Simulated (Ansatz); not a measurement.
# diamond against fcc along groups 8 to 10

Computed with DFT, PBEsol, plane waves (420 eV) with PAW, scalar-relativistic (Ansatz). The PAW files were generated under PBE, with cores re-solved for the functional.

Each structure is relaxed within its symmetry, in the lowest magnetic state of the tried starts. Differences under about 8 meV lie within the error of the k-point mesh.

```
element  E(diamond) − E(fcc) (meV/atom)  V(diamond) (Å³/atom)  V(fcc) (Å³/atom)   state of diamond       state of fcc
     Fe                            1262                 13.87             10.16       non-magnetic  antiferromagnetic
     Ru                            1252                 19.59             13.40  spin not included  spin not included
     Os                            1362                 20.82             13.96  spin not included  spin not included
     Co                            1423                 14.26             10.44      ferromagnetic      ferromagnetic
     Rh                            1291                 20.08             13.51  spin not included       non-magnetic
     Ir                            1211                 20.89             14.06  spin not included       non-magnetic
     Ni                            1352                 15.69             10.39      ferromagnetic      ferromagnetic
     Pd                               ?                     ?                 ?                  ?                  ?
     Pt                            1282                 23.06             15.05  spin not included  spin not included
```

Task: Fill in the row of Pd.

Result: E(diamond) − E(fcc) (meV/atom): 1345; V(diamond) (Å³/atom): 22.99; V(fcc) (Å³/atom): 14.59; state of diamond: ferromagnetic; state of fcc: spin not included.
